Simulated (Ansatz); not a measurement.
Crystal: MgB2.

```
CELL_PARAMETERS angstrom
3.08500 0.00000 0.00000
-1.54250 2.67169 0.00000
0.00000 0.00000 3.52300
ATOMIC_POSITIONS crystal
Mg 0.00000 0.00000 0.00000
B 0.66667 0.33333 0.50000
B 0.33333 0.66667 0.50000
```

A run of Ansatz 0.2.0 on this cell left the log below. Logs are shortened: lines on timing, memory, paths and dates and some standing lists are left out, and cuts for length are marked.

```text
Warning: RAYON_NUM_THREADS=2 ignored (pool sized by the plan → 2); use --threads N
scf.n_extra_bands = 7 over 8 filled bands (N_el = 16.0): the run solves 15 bands
Engine: ansatz 0.2.0, x86_64-unknown-linux-gnu
Pseudopotentials: kind: paw
Pseudopotential: Mg, paw, valence charge 10, recommended cutoff 500 eV (meta_gga), Mg.paw.azcp
Pseudopotential: B, paw, valence charge 3, recommended cutoff 500 eV (meta_gga), B.paw.azcp
Functional definition: r2SCAN
  parameter k0 = 0.174
  parameter k1 = 0.065
  parameter a1 = 4.9479
  exchange = r2scan_x(k0 = k0, k1 = k1, a1 = a1)
  correlation = r2scan_c
Crystal: 3 atoms, lattice volume = 29.037 Å³
Basis set: ecut = 500 eV, 757 PW (Γ), exchange–correlation on 96×96×108 points (64 copies of the dense FFT grid, shifted against one another)
Bands: 15, of which v1, the nominal top of the filled ones, is band 8 counted from 1 (7 counted from 0)
Symmetry: 24 space group operations
Space group: P6/mmm (ITA 191), of the structure as read, at distance tolerance 3.1e-5 Å
k-points: 70 of 800
Non-local potential: Mg, projectors of the file, l = 0: 3, l = 1: 2, l = 2: 1
Non-local potential: B, projectors of the file, l = 0: 2, l = 1: 2, l = 2: 1
PAW form: soft (Blöchl's): semilocal exchange-correlation on the pseudo side does not see the compensation charge
PAW frozen core: Mg, regenerated for the run's functional (the file was generated under x = pbe(κ = 0.804, μ = 0.2195149727645171), c = pbe(β = 0.06672455060314922))
PAW frozen core: B, regenerated for the run's functional (the file was generated under x = pbe(κ = 0.804, μ = 0.2195149727645171), c = pbe(β = 0.06672455060314922))
PAW one-centre angular grid: Mg, 302 points (default); XC on 224 Gauss nodes
PAW one-centre angular grid: B, 302 points (default); XC on 160 Gauss nodes
Initial density: superposition of atomic densities (neutral atoms: chi_scale 0, normalization atom), corrected by the library's trained network
Initial wavefunctions: pseudopotential atomic-orbital guess
Functional: x = r2scan, c = r2scan; τ floored in thin density (d = 2e-4 eV/Å³)
SCF iter   1: F=—  HF=-2239.994629 eV  |F-HF|=—  |Δ(HF+E_count)|=         —  Δρ=7.51e-3  dr2=6.38e-3  dr2_τ=2.21e-1  ethr=1.77e-3  ⟨swp⟩=5.3  Hψ=5608  notcnv=0  defer=45
preconditioner: auto → none  [metal: Δε(μ)=0.062 eV  Ē_g=14.778 eV  σ=0.050 eV  W_gap=0.30  n_scr=8 (ndim 8)  ℏωp=19.5 eV  f_vac=0.000  D(μ)=0.67/eV (n_scr^D=2)  sad-step TF]
SCF iter   2: F=—  HF=-2240.057517 eV  |F-HF|=—  |Δ(HF+E_count)|=   6.29e-2  Δρ=4.14e-3  dr2=3.27e-3  dr2_τ=5.37e-5  ethr=3.99e-5  ⟨swp⟩=2.0  Hψ=2520  notcnv=0  defer=140
SCF iter   3: F=—  HF=-2240.058055 eV  |F-HF|=—  |Δ(HF+E_count)|=   5.38e-4  Δρ=1.09e-3  dr2=2.69e-4  dr2_τ=1.06e-5  ethr=2.04e-5  ⟨swp⟩=2.3  Hψ=1546  notcnv=0  defer=140
SCF iter   4: F=—  HF=-2240.058037 eV  |F-HF|=—  |Δ(HF+E_count)|=   1.85e-5  Δρ=2.54e-4  dr2=1.18e-5  dr2_τ=9.79e-7  ethr=1.68e-6  ⟨swp⟩=2.2  Hψ=1176  notcnv=0  defer=140
SCF iter   5: F=—  HF=-2240.058043 eV  |F-HF|=—  |Δ(HF+E_count)|=   5.96e-6  Δρ=4.71e-5  dr2=3.48e-7  dr2_τ=2.00e-8  ethr=7.40e-8  ⟨swp⟩=2.3  Hψ=1184  notcnv=0  defer=140
SCF iter   6: F=-2240.058043 eV  HF=-2240.058043 eV  |F-HF|=7.99e-9  |Δ(HF+E_count)|=   4.63e-7  Δρ=6.68e-6  dr2=1.77e-8  dr2_τ=1.40e-10  ethr=6.25e-10  ⟨swp⟩=8.3  Hψ=4932  notcnv=0
SCF 1 converged in 6 iterations: F = -2240.058043 eV  dr2 = 1.77e-8
  greatest PAW one-centre occupation: 1.000 electrons in one spin orbital (limit 2), on the Mg atom at site 0 (counted from 0), in its partial waves of l = 0
NSCF: frozen V_eff on 129 k-points
SCF converged after 6 iterations
Free energy (F): -2240.058043 eV
Harris-Foulkes:  -2240.058043 eV  (|F-HF|=7.99e-9)
Internal energy: -2240.052200 eV  (E = F + TS)
E sigma→0 (E₀):  -2240.055122 eV
Entropy (-TS):   -0.005843 eV (-1.948 meV/atom)
Fermi energy:    9.284031 eV
--- Per-component energies (eV) ---
  E_band       = -310.514116
  E_kinetic    = 173.029712
  E_local      = -1521.954736  (includes V_loc(G=0)·N_el)
  E_nonlocal   = 117.877210
  E_hartree    = 542.394337
  E_xc         = -90.625735
  E_vxc        = -122.726986  (∫ρ·V_xc dr)
  E_paw        = -455.848853  (= ΣΔE_a)
  E_vpaw       = -47.990373  (= ΣTr[D̂ρ^β])
  E_aug_tail   = -0.000005  (compensation charges beyond the density's cutoff)
  E_vtau       = 6.460919  (kinetic-family band-sum trace: ∫τ·v_τ [+ j·A + Jᵃ·Aᵃ] dr)
  E_ewald      = -1004.861037
  E_core_change = -0.063092  (= ΣΔE_core)
  E_smearing   = -0.005843  (= −TS)
  E_closure    = 0.000000  (closes the sum)
  Σ components = -2240.058043   (vs F -2240.058043, Δ=0.00e0)
--- Forces (eV/Å), atoms counted from 1 ---
  atom   1  Mg     0.00000000    -0.00000000     0.00000000
  atom   2  B     -0.00000000     0.00000000     0.00000000
  atom   3  B      0.00000000    -0.00000000     0.00000000
  max |Σ_I F_I| component: 1.85e-17 eV/Å
--- Stress (GPa, compression-positive) ---
       -2.147418      -0.000000       0.000000
        0.000000      -2.147418       0.000000
        0.000000       0.000000      -1.993764
  P = ⅓ Tr σ = -2.0962 GPa (-20.962 kbar)
--- Band table (eV; the first three rows and the last of 70) ---
  k-point 0: bands = ["-68.9907", "-34.0915", "-34.0915", "-34.0735", "-3.9778", "6.1213", "9.6322", "9.6322", "11.2146", "15.8756", "15.8756", "17.6968", "20.0408", "23.0476", "26.4348"]
  k-point 1: bands = ["-68.9907", "-34.0914", "-34.0914", "-34.0745", "-3.8396", "5.1351", "9.6865", "9.6865", "12.5464", "15.9178", "15.9178", "17.7117", "19.9738", "23.1804", "25.1651"]
  k-point 2: bands = ["-68.9906", "-34.0912", "-34.0912", "-34.0771", "-3.4553", "3.4627", "9.8228", "9.8228", "15.2520", "16.0242", "16.0242", "17.7507", "19.8129", "23.4752", "23.4752"]
  k-point 69: bands = ["-68.9869", "-34.1214", "-34.1140", "-34.0732", "1.6243", "2.9074", "4.1125", "6.4028", "7.8746", "13.6277", "20.7617", "21.1483", "23.5572", "23.9984", "24.6276"]
```

**Question.** What input gives this log?

**Answer.** Band structure with r2SCAN, no spin polarisation. The files as run (others can give the same):

input.yaml
```yaml
crystal:
  lattice:
    - [3.085, 0.0, 0.0]
    - [-1.5425, 2.6716883707, 0.0]
    - [0.0, 0.0, 3.523]
  atoms:
    - { symbol: Mg, position: [0.0, 0.0, 0.0] }
    - { symbol: B, position: [0.6666666667, 0.3333333333, 0.5] }
    - { symbol: B, position: [0.3333333333, 0.6666666667, 0.5] }
hamiltonian:
  xc: r2scan
  pseudopotentials: { kind: paw }
kpoints:
  mp_grid: { grid: [10, 10, 8] }
  band_path:
    path:
      - [[0.0, 0.0, 0.0], [0.5, 0.0, 0.0], [0.3333333333, 0.3333333333, 0.0], [0.0, 0.0, 0.0], [0.0, 0.0, 0.5], [0.5, 0.0, 0.5], [0.3333333333, 0.3333333333, 0.5], [0.0, 0.0, 0.5]]
      - [[0.5, 0.0, 0.5], [0.5, 0.0, 0.0]]
      - [[0.3333333333, 0.3333333333, 0.0], [0.3333333333, 0.3333333333, 0.5]]
    npoints: 14
scf:
  occupations: { method: fermi_dirac, width: 0.05 }
  n_extra_bands: 7
output:
  forces: true
  stress: true
  eigenvalues: true
  fatbands: false
```

Potentials or basis: Ansatz PAW.
Command:
```bash
$ ansatz run input.yaml --threads 2 --pin off --max-ram 5632MiB --backend cpu --events-out ev --progress --plain --runs-dir out
```

Caveat: the PAW data sets come from PBE, with cores solved anew for the run's functional, which leaves a small shift of forces and pressure.
